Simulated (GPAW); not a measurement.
Crystal: MgS (Niningerite).

```
S Mg
1.0
     0.00000    2.60165    2.60165
     2.60165    0.00000    2.60165
     2.60165    2.60165    0.00000
S Mg
1 1
Direct
  0.50000 0.50000 0.50000
  0.00000 0.00000 0.00000
```

Base run:

```yaml
Program: GPAW 26.7.0
Functional: PBE
Potentials_or_basis: GPAW PAW data sets (gpaw-data 1.2.1)
Cutoff: 650 eV
Basis: pw
k_mesh: 7 × 7 × 7
Occupations: fermi-dirac, width 0.05 eV
Spin: no spin polarisation
```

Its results: band gap on the k mesh 3.01 eV, indirect (least direct gap 3.72 eV); pressure 1.0 GPa.

**Question.** After a change of settings the same cell gave: band gap on the k mesh 2.78 eV, indirect (least direct gap 3.48 eV); pressure -3.3 GPa. Which change was it?
A. functional from PBE to r2SCAN; cutoff from 650 eV to 800 eV; k mesh from 7 × 7 × 7 to 9 × 9 × 9
B. functional from PBE to AM05; potentials or basis from GPAW PAW data sets (gpaw-data 1.2.1) to PAW data sets generated in the run's folder for this functional; cutoff from 650 eV to 600 eV
C. functional from PBE to LDA; potentials or basis from GPAW PAW data sets (gpaw-data 1.2.1) to the program's PAW data sets (release 1.2.1) made for this functional; cutoff from 650 eV to 800 eV

**Answer.** C.

Caveats: the cutoff is short for stress and forces, so pressures can be off by a GPa or more (some runs); an odd mesh through Γ misses points on the zone boundary, where band edges often lie (some runs); the mesh misses the band edges, which the band path finds closer together (some runs).
